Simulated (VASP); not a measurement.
Consider the following.

```yaml
crystal:
  lattice:
    - [0.00000, 2.92925, 2.92925]
    - [2.95138, -0.02214, 2.95138]
    - [2.95138, 2.95138, -0.02214]
  atoms:
    - { symbol: Li, position: [0.00000, 0.00000, 0.00000] }
    - { symbol: I, position: [0.50000, 0.50000, 0.50000] }
```

The numbers are results of PBEsol GGA, VASP's PBE PAW potentials (set 64) (plane waves; VASP), not measurements. Settings: 600 eV cut-off, 8×8×8 Γ-centred mesh, Gaussian smearing of 0.050 eV, potentials Li_sv I.

### Question
What does the run give for the energy per atom (σ→0)?

### Answer

| Quantity | Value |
|---|---|
| energy per atom (σ→0) | -3.078 eV/atom |

Only differences to runs with the same potentials and settings are physical.

The compound is LiI in the rock salt structure. This cell was strained or had an atom moved on purpose.
